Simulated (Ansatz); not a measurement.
# PbS (P-6m2) in Ansatz: notebook, part 2 of 2

Ansatz 0.2.0. The steps go on from the part before.

## Step 3: Relaxation of cell and atoms, BLYP

input.yaml

```yaml
crystal:
  lattice:
    - [4.0896976867, 0.0, 0.0]
    - [-2.0448488433, 3.5417820905, 0.0]
    - [0.0, 0.0, 3.788167]
  atoms:
    - { symbol: Pb, position: [0.0, 0.0, 0.0] }
    - { symbol: S, position: [0.6666666667, 0.3333333333, 0.5] }
hamiltonian:
  xc: blyp
  pseudopotentials: { kind: paw }
kpoints:
  mp_grid: { grid: [8, 8, 7] }
scf:
  occupations: { method: fermi_dirac, width: 0.05 }
output:
  forces: true
  stress: true
  eigenvalues: true
  write_density: true
  write_potential: true
  elf: true
  volumetric_format: npy
relax:
  f_tol: 0.01
  max_steps: 40
  cell: { stress_tol: 0.05 }
```

Potentials or basis: Ansatz PAW.

On the command line:

```console
$ ansatz run input.yaml --threads 2 --pin off --max-ram 5632MiB --backend cpu --events-out ev --progress --plain --runs-dir out
```

Output:

```text
Warning: RAYON_NUM_THREADS=2 ignored (pool sized by the plan → 2); use --threads N
Engine: ansatz 0.2.0, aarch64-unknown-linux-gnu
Pseudopotentials: kind: paw
Pseudopotential: Pb, paw, valence charge 14, recommended cutoff 420 eV (normal), Pb.paw.azcp
Pseudopotential: S, paw, valence charge 6, recommended cutoff 420 eV (normal), S.paw.azcp
Functional definition: BLYP
  parameter beta = 0.0042
  parameter a = 0.04918
  parameter b = 0.132
  parameter c = 0.2533
  parameter d = 0.349
  exchange = b88_x(beta = beta)
  correlation = lyp_c(a = a, b = b, c = c, d = d)
Crystal: 2 atoms, lattice volume = 54.871 Å³
Basis set: ecut = 420 eV, 1105 PW (Γ), exchange–correlation on 60×60×54 points (8 copies of the dense FFT grid, shifted against one another)
Bands: 14, of which v1, the nominal top of the filled ones, is band 10 counted from 1 (9 counted from 0)
Symmetry: 12 space group operations
Space group: P-6m2 (ITA 187), of the structure as read, at distance tolerance 3.8e-5 Å
k-points: 40 of 448 (time reversal used)
Non-local potential: Pb, projectors of the file, l = 0: 2, l = 1: 2, l = 2: 2, l = 3: 2
Non-local potential: S, projectors of the file, l = 0: 2, l = 1: 2, l = 2: 2
PAW form: soft (Blöchl's): semilocal exchange-correlation on the pseudo side does not see the compensation charge
PAW frozen core: Pb, regenerated for the run's functional, and the local potential with it (the file was generated under x = pbe(κ = 0.804, μ = 0.2195149727645171), c = pbe(β = 0.06672455060314922))
PAW frozen core: S, regenerated for the run's functional, and the local potential with it (the file was generated under x = pbe(κ = 0.804, μ = 0.2195149727645171), c = pbe(β = 0.06672455060314922))
PAW one-centre angular grid: Pb, 590 points (default); XC on 64 Gauss nodes
PAW one-centre angular grid: S, 110 points (default); XC on 64 Gauss nodes
Initial density: superposition of atomic densities (neutral atoms: chi_scale 0, normalization atom), corrected by the library's trained network
Initial wavefunctions: pseudopotential atomic-orbital guess
[... 52 lines left out ...]
SCF iter   4: F=—  HF=-12842.241404 eV  |F-HF|=—  |Δ(HF+E_count)|=   2.10e-7  Δρ=2.86e-6  dr2=9.04e-9  ethr=8.12e-11  ⟨swp⟩=3.0  Hψ=966  notcnv=0
SCF iter   5: F=—  HF=-12842.241404 eV  |F-HF|=—  |Δ(HF+E_count)|=  3.78e-10  Δρ=4.38e-7  dr2=5.60e-11  ethr=4.52e-11  ⟨swp⟩=2.0  Hψ=669  notcnv=0
SCF iter   6: F=-12842.241404 eV  HF=-12842.241404 eV  |F-HF|=3.64e-12  |Δ(HF+E_count)|=  2.80e-10  Δρ=4.47e-8  dr2=4.52e-13  ethr=1.00e-12  ⟨swp⟩=6.8  Hψ=2752  notcnv=0
SCF 5 converged in 6 iterations: F = -12842.241404 eV  dr2 = 4.52e-13
relax step   5: F+E_penalty+E_count = -12842.24140397 eV  Δ(F+E_penalty+E_count) = -4.065e-4 eV  max|allowed force component| = 1.018e-16 eV/Å  Δτ_max = 0.0000 Å  P = +0.006 GPa  Ω = 58.684 Å³  stress off target by 9.13e-3 GPa  SCF on the basis re-selected at this cell (its energy is not comparable with the rows above)  (6 SCF iters)
basis re-selected at this cell: Δ(F+E_penalty+E_count) = -4.065e-4 eV, ΔP = +0.000 GPa vs the last step (what re-selecting the basis moved, of the pressure what is left beyond the Pulay correction that the steps carried, after the strain that the cell walked since its last selection, with what the two solves' SCF thresholds leave and, on support functions, any second-order correction that the steps lacked; it is no measure of the basis error at this ecutwfc). This SCF's stress stands 9.13e-3 GPa from its target on what of the cell is left free (relax.cell.stress_tol is 5.00e-2 GPa) and its largest allowed force component is 1.02e-16 eV/Å (relax.f_tol is 1.00e-2 eV/Å): within both
SCF converged after 6 iterations
Free energy (F): -12842.241404 eV
Harris-Foulkes:  -12842.241404 eV  (|F-HF|=3.64e-12)
Internal energy: -12842.241284 eV  (E = F + TS)
E sigma→0 (E₀):  -12842.241344 eV
Entropy (-TS):   -0.000120 eV (-0.060 meV/atom)
Fermi energy:    7.241832 eV
--- Per-component energies (eV) ---
  E_band       = -76.230890
  E_kinetic    = 392.667174
  E_local      = -1324.262060  (includes V_loc(G=0)·N_el)
  E_nonlocal   = 376.563136
  E_hartree    = 512.825593
  E_xc         = -314.542121
  E_vxc        = -214.607214  (∫ρ·V_xc dr)
  E_paw        = -11038.727543  (= ΣΔE_a)
  E_vpaw       = -332.243156  (= ΣTr[D̂ρ^β])
  E_aug_tail   = 0.000052  (compensation charges beyond the density's cutoff)
  E_ewald      = -1446.668919
  E_core_change = -0.096597  (= ΣΔE_core)
  E_smearing   = -0.000120  (= −TS)
  E_closure    = 0.000000  (closes the sum)
  Σ components = -12842.241404   (vs F -12842.241404, Δ=0.00e0)
--- Forces (eV/Å), atoms counted from 1 ---
  atom   1  Pb    -0.00000000     0.00000000     0.00000000
  atom   2  S      0.00000000    -0.00000000    -0.00000000
  max |Σ_I F_I| component: 9.25e-17 eV/Å
--- Stress (GPa, compression-positive) ---
        0.009131      -0.000000       0.000000
       -0.000000       0.009131       0.000000
        0.000000       0.000000      -0.000442
  P = ⅓ Tr σ = 0.0059 GPa (0.059 kbar)
--- Band table (eV; the first three rows and the last of 40) ---
  k-point 0: bands = ["-9.7383", "-9.7252", "-9.7252", "-9.6414", "-9.6414", "-5.5113", "0.4400", "5.3308", "5.6867", "5.6867", "10.4768", "10.4768", "12.8929", "13.1652"]
  k-point 1: bands = ["-9.7241", "-9.7241", "-9.7199", "-9.6481", "-9.6481", "-5.3744", "0.0896", "5.4805", "5.7809", "5.7809", "10.5421", "10.5421", "11.6878", "14.1546"]
  k-point 2: bands = ["-9.7214", "-9.7214", "-9.6788", "-9.6633", "-9.6633", "-5.0072", "-0.7173", "5.9629", "6.0084", "6.0084", "9.9418", "10.6700", "10.6700", "15.1709"]
  k-point 39: bands = ["-9.7308", "-9.7081", "-9.6942", "-9.6887", "-9.6156", "-4.0272", "-0.1987", "3.5852", "3.9052", "5.1416", "7.5243", "10.9487", "12.1911", "15.0022"]
--- Relaxed structure (4 steps of the walk, 4 accepted, 1 SCFs on fresh bases) ---
  F+E_penalty+E_count = -12842.24140397 eV   max|allowed force component| = 1.018e-16 eV/Å   (the final SCF, on the basis selected at the relaxed cell)
  cell:  # Å, volume = 58.6844 Å³
    - [4.193746636499752, -2.960175169022061e-11, 3.2184025184882442e-18]
    - [-2.09687331822424, 3.63189112425913, -1.609201259224449e-18]
    - [2.9811118442494035e-18, -1.1439674777068068e-33, 3.8528983202738853]
  atoms:
    - { symbol: Pb, position: [-3.700743415524895e-17, 1.5950711701483303e-33, -2.6267685785765824e-34] }
    - { symbol: S, position: [0.6666666666666666, 0.33333333333333326, 0.5] }
```

rho_z.tsv:

```text
# z_ang	rho[e/angstrom^3]
# format = ansatz-planar-average/11
# lattice	4.193746636	-0.000000000	0.000000000
# lattice	-2.096873318	3.631891124	-0.000000000
# lattice	0.000000000	-0.000000000	3.852898320
# sites	2
# site	82	-0.000000000	0.000000000	-0.000000000
# site	16	2.096873318	1.210630375	1.926449160
0.000000	7.434568e-1
0.142700	7.036958e-1
0.285400	6.013426e-1
0.428100	4.730202e-1
0.570800	3.523585e-1
0.713500	2.609047e-1
[... 19 lines left out ...]
3.567498	6.013426e-1
3.710198	7.036958e-1
```

Run time: 9.8 s. Hardware: 2 threads of Arm Neoverse V1, shared host; peak memory 0.36 GiB.

What came out:

```yaml
Free_energy: -12842.2414 eV
Relaxed_volume: 29.34 Å³/atom
Relaxed_cell: a = 4.194 Å, b = 4.194 Å, c = 3.853 Å, α = 90.00°, β = 90.00°, γ = 120.00°
Space_group_after_relaxing_to_0.05_Å: P-6m2 (No. 187)
Energy_gained_by_relaxing: 18.7 meV/atom
Ionic_steps: 5
Pressure_after_relaxing: 0.0 GPa
Band_gap_on_the_k_mesh: 0.53 eV, indirect (least direct gap 1.65 eV)
```

Step by step:
```tsv
step	energy change (eV)	largest force (eV/Å)	volume (Å³)
1	0.0000	0.0000	54.87
2	-0.0319	0.0000	60.16
3	-0.0370	0.0000	58.85
4	-0.0371	0.0000	58.68
5	-0.0375	0.0000	58.68
```

Final structure:
```cif
data_structure
_symmetry_space_group_name_H-M 'P 1'
_symmetry_Int_Tables_number 1
_cell_length_a 4.1937
_cell_length_b 4.1937
_cell_length_c 3.8529
_cell_angle_alpha 90.000
_cell_angle_beta 90.000
_cell_angle_gamma 120.000
_cell_volume 58.68
loop_
_atom_site_label
_atom_site_type_symbol
_atom_site_fract_x
_atom_site_fract_y
_atom_site_fract_z
_atom_site_occupancy
Pb1 Pb 0.00000 0.00000 0.00000 1
S1 S 0.66667 0.33333 0.50000 1
```

Levels at points of the mesh, in eV from the valence-band top:
```
            k point  band 8  band 9  band 10  band 11  band 12  band 13
 (0.00, 0.00, 0.00)   -1.66   -1.31    -1.31     3.48     3.48     5.90
(0.00, -0.50, 0.00)   -2.22   -1.50    -0.79     2.05     3.98     5.02
```

Caveat: odd divisions of the mesh miss points on the zone boundary, where band edges often lie, so the gap on the mesh can be too wide; the plane-wave basis is chosen anew once the cell has moved, so the energies of steps on either side of that aren't comparable; spin-orbit coupling is left out, which as a rule narrows the gap of such compounds by several tenths of an eV; the PAW data sets come from PBE, with cores solved anew for the run's functional, which leaves a small shift of forces and pressure. A k mesh can miss the band edges.

## Step 4: Single point, PBE

input.yaml, as its differences from that of step 3:

```diff
@@ -9,3 +9,3 @@
 hamiltonian:
-  xc: blyp
+  xc: pbe
   pseudopotentials: { kind: paw }
@@ -14,3 +14,3 @@
 scf:
-  occupations: { method: fermi_dirac, width: 0.05 }
+  occupations: { method: gaussian, width: 0.012 }
 output:
@@ -23,5 +23 @@
   volumetric_format: npy
-relax:
-  f_tol: 0.01
-  max_steps: 40
-  cell: { stress_tol: 0.05 }
```

Potentials or basis: Ansatz PAW.

On the command line:

```console
$ ansatz run input.yaml --threads 2 --pin off --max-ram 5632MiB --backend cpu --events-out ev --progress --plain --runs-dir out
```

Output:

```text
Warning: RAYON_NUM_THREADS=2 ignored (pool sized by the plan → 2); use --threads N
[... 4 set-up lines as earlier in the session ...]
Functional definition: PBE
  parameter kappa = 0.804
[... 3 set-up lines as earlier in the session ...]
Crystal: 2 atoms, lattice volume = 54.871 Å³
Basis set: ecut = 420 eV, 1105 PW (Γ), exchange–correlation on 60×60×54 points (8 copies of the dense FFT grid, shifted against one another)
Bands: 14, of which v1, the nominal top of the filled ones, is band 10 counted from 1 (9 counted from 0)
[... 2 set-up lines as earlier in the session ...]
k-points: 40 of 448 (time reversal used)
[... 7 set-up lines as earlier in the session ...]
Functional: x = pbe(κ = 0.804, μ = 0.2195149727645171), c = pbe(β = 0.06672455060314922)
SCF iter   1: F=—  HF=-12809.325071 eV  |F-HF|=—  |Δ(HF+E_count)|=         —  Δρ=1.54e-3  dr2=1.38e-3  ethr=1.77e-3  ⟨swp⟩=6.2  Hψ=3379  notcnv=0
preconditioner: auto → none  [insulator: Δε(μ)=0.212 eV  Ē_g=15.279 eV  σ=0.012 eV  W_gap=1.00  n_scr=8 (ndim 8)  ℏωp=22.4 eV  f_vac=0.003  D(μ)=0.00/eV (n_scr^D=0)  ε∞_Penn≈3.2]
SCF iter   2: F=—  HF=-12809.324385 eV  |F-HF|=—  |Δ(HF+E_count)|=   6.85e-4  Δρ=7.52e-4  dr2=2.26e-4  ethr=6.90e-6  ⟨swp⟩=2.0  Hψ=1441  notcnv=0
SCF iter   3: F=—  HF=-12809.324636 eV  |F-HF|=—  |Δ(HF+E_count)|=   2.50e-4  Δρ=2.09e-4  dr2=1.78e-5  ethr=1.13e-6  ⟨swp⟩=3.0  Hψ=1119  notcnv=0
SCF iter   4: F=—  HF=-12809.324615 eV  |F-HF|=—  |Δ(HF+E_count)|=   2.13e-5  Δρ=5.29e-5  dr2=1.06e-6  ethr=8.90e-8  ⟨swp⟩=2.0  Hψ=951  notcnv=0
iter 5 did not close the SCF: its close was put off for the readings that it lacked (scf_convergence_deferred on its scf_iter line)
SCF iter   5: F=-12809.324617 eV  HF=-12809.324617 eV  |F-HF|=4.84e-8  |Δ(HF+E_count)|=   2.81e-6  Δρ=5.69e-6  dr2=1.17e-8  ethr=5.30e-9  ⟨swp⟩=2.0  Hψ=960  notcnv=0
SCF iter   6: F=-12809.324617 eV  HF=-12809.324617 eV  |F-HF|=8.37e-10  |Δ(HF+E_count)|=   5.57e-8  Δρ=9.98e-7  dr2=5.36e-10  ethr=5.87e-11  ⟨swp⟩=5.9  Hψ=3168  notcnv=0
SCF 1 converged in 6 iterations: F = -12809.324617 eV  dr2 = 5.36e-10
SCF converged after 6 iterations
Free energy (F): -12809.324617 eV
Harris-Foulkes:  -12809.324617 eV  (|F-HF|=8.37e-10)
Internal energy: -12809.324617 eV  (E = F + TS)
E sigma→0 (E₀):  -12809.324617 eV
Fermi energy:    7.703196 eV
--- Per-component energies (eV) ---
  E_band       = -67.862362
  E_kinetic    = 392.458477
  E_local      = -1274.258897  (includes V_loc(G=0)·N_el)
  E_nonlocal   = 378.444626
  E_hartree    = 495.243175
  E_xc         = -318.021862
  E_vxc        = -219.792642  (∫ρ·V_xc dr)
  E_paw        = -11003.247637  (= ΣΔE_a)
  E_vpaw       = -335.200596  (= ΣTr[D̂ρ^β])
  E_aug_tail   = 0.000048  (compensation charges beyond the density's cutoff)
  E_ewald      = -1479.942547
  E_smearing   = -0.000000  (= −TS)
  E_closure    = -0.000000  (closes the sum)
  Σ components = -12809.324617   (vs F -12809.324617, Δ=0.00e0)
--- Forces (eV/Å), atoms counted from 1 ---
  atom   1  Pb     0.00000000     0.00000000     0.00000000
  atom   2  S      0.00000000     0.00000000    -0.00000000
  max |Σ_I F_I| component: 1.02e-16 eV/Å
--- Stress (GPa, compression-positive) ---
        0.081001      -0.000000       0.000000
       -0.000000       0.081001       0.000000
        0.000000       0.000000       0.062674
  P = ⅓ Tr σ = 0.0749 GPa (0.749 kbar)
--- Band table (eV; the first three rows and the last of 40) ---
  k-point 0: bands = ["-9.2196", "-9.2000", "-9.2000", "-9.0990", "-9.0990", "-5.4626", "1.2405", "5.5343", "6.0130", "6.0130", "11.1419", "11.1419", "12.9423", "14.1900"]
  k-point 1: bands = ["-9.1985", "-9.1985", "-9.1971", "-9.1076", "-9.1076", "-5.3114", "0.7669", "5.7803", "6.1124", "6.1124", "11.2317", "11.2317", "12.3572", "14.5280"]
  k-point 2: bands = ["-9.1949", "-9.1949", "-9.1471", "-9.1268", "-9.1268", "-4.9008", "-0.2558", "6.3515", "6.3515", "6.4250", "10.6523", "11.4230", "11.4230", "15.5872"]
  k-point 39: bands = ["-9.2224", "-9.1792", "-9.1685", "-9.1514", "-9.0654", "-3.6995", "0.4335", "3.6425", "4.0316", "5.3248", "7.8064", "11.6588", "13.1387", "15.3709"]
```

v_z.tsv:

```text
# z_ang	v_es[eV]	v_tot[eV]
# format = ansatz-planar-average/11
# xc	pbe
# density_cutoff_ev	1680
# datasets	Pb=:simpson_from_first_knot:soft	S=:simpson_from_first_knot:soft
# lattice	4.089697687	-0.000000000	0.000000000
# lattice	-2.044848843	3.541782091	0.000000000
# lattice	0.000000000	0.000000000	3.788167000
# sites	2
# site	82	-0.000000000	0.000000000	0.000000000
# site	16	2.044848843	1.180594030	1.894083500
0.000000	-1.954018e-1	-1.075710e1
0.140302	-7.665042e-2	-1.053688e1
0.280605	3.206042e-1	-9.903909e0
0.420907	1.109100e0	-8.791868e0
0.561210	2.380197e0	-7.136646e0
0.701512	4.103606e0	-5.057495e0
[... 19 lines left out ...]
3.507562	3.206042e-1	-9.903909e0
3.647865	-7.665042e-2	-1.053688e1
```

Run time: 2.1 s. Hardware: 2 threads of Arm Neoverse V1, shared host; peak memory 0.34 GiB.

What came out:

- Free energy: -12809.3246 eV
- Pressure: 0.1 GPa
- Band gap on the k mesh: 0.21 eV, indirect (least direct gap 1.64 eV)

Caveat: odd divisions of the mesh miss points on the zone boundary, where band edges often lie, so the gap on the mesh can be too wide; spin-orbit coupling is left out, which as a rule narrows the gap of such compounds by several tenths of an eV.

## Step 5: Overview

```csv
task,level,cell,smearing,gap on the mesh (eV),pressure (GPa),relaxed volume (Å³/atom)
relaxation of cell and atoms,revPBE,relaxed,fermi-dirac 0.05 eV,0.40,0.0,28.25
relaxation of cell and atoms,BLYP,relaxed,fermi-dirac 0.05 eV,0.53,0.0,29.34
single point,PBE,as given,gaussian 0.012 eV,0.21,0.1,-
```

Alike in all rows: potentials or basis Ansatz PAW; no spin polarisation; k mesh 8 × 8 × 7; cutoff (eV) 420.

Caveats: odd divisions of the mesh miss points on the zone boundary, where band edges often lie, so the gap on the mesh can be too wide; spin-orbit coupling is left out, which as a rule narrows the gap of such compounds by several tenths of an eV; the plane-wave basis is chosen anew once the cell has moved, so the energies of steps on either side of that aren't comparable (some runs); the PAW data sets come from PBE, with cores solved anew for the run's functional, which leaves a small shift of forces and pressure (some runs).

Total energies depend on the potentials used, so only differences within one code and one set of settings carry meaning.
